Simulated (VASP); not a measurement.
# GaAs: convergence, self-consistent run

GaAs, F-43m (no. 216), 2 atoms in the cell. LDA; PAW potentials As, Ga_d (LDA set). VASP 6.6.1.

Wanted: energy within 0.2 meV/atom; levels at the zone centre within 0.003 eV.

What the run is for: comparing ways to start; Accuracy asked: tight.

Levels at the zone centre: counted from the valence top at that point.

POSCAR:
```
GaAs
1.0
    0.0000000000      2.8268500000      2.8268500000
    2.8268500000      0.0000000000      2.8268500000
    2.8268500000      2.8268500000      0.0000000000
As Ga
1 1
Direct
    0.7500000000      0.7500000000      0.7500000000
    0.0000000000      0.0000000000      0.0000000000
```

## How the run starts (with a second run first, the time holds both)

| How the run starts (with a second run first, the time holds both) | Energy less reference (meV/atom) | Levels at the zone centre, largest deviation (eV) | Time (s) |
|---|---|---|---|
| from scratch: 12 SCF iterations | 0.00 | 0.0000 | 12 |
| density of a coarse mesh (ICHARG 1): 12 + 9 SCF iterations | 0.00 | 0.0000 | 14 |
| orbitals of a lower cutoff (ISTART 1): 12 + 4 SCF iterations | 0.00 | 0.0001 | 13 |
| orbitals of a loose run: 9 + 2 SCF iterations | 0.00 | 0.0001 | 12 |

## Question

For each series: keep the first row unless others stay within half of the tolerance and take at least 30 % less time, and then take the fastest.

## Answer

- How the run starts (with a second run first, the time holds both): from scratch: 12 SCF iterations

The chosen settings are those of the reference run.

Values of the reference run: Levels at the zone centre: 0, 0, 0.3297 eV from the valence top at Gamma.

## The input

INCAR:
```
SYSTEM = GaAs
ALGO = Normal
EDIFF = 1E-6
EFERMI = MIDGAP
ENCUT = 400
GGA = CA
GGA_COMPAT = .False.
ISIF = 2
ISMEAR = 0
LASPH = .True.
LCHARG = .False.
LREAL = .False.
LWAVE = .False.
NELM = 120
PREC = Accurate
SIGMA = 0.03
```

KPOINTS:
```
k-points
0
Gamma
  7 7 7
```

Commands:
```
cat potpaw_LDA.64/As/POTCAR potpaw_LDA.64/Ga_d/POTCAR > POTCAR
mpirun -np 1 vasp_std > vasp.out
```

The chosen input took VASP 6.6.1 12 s on 1 core (AMD EPYC 7R43 (Zen 3)), a shared host.

## An input that fails: restart asked without its files

VASP's message: ERROR: charge density could not be read from file CHGCAR for ICHARG>10.

Changes against the starting input:
```
- NELM = 120
+ NELM = 60
+ ICHARG = 11
```
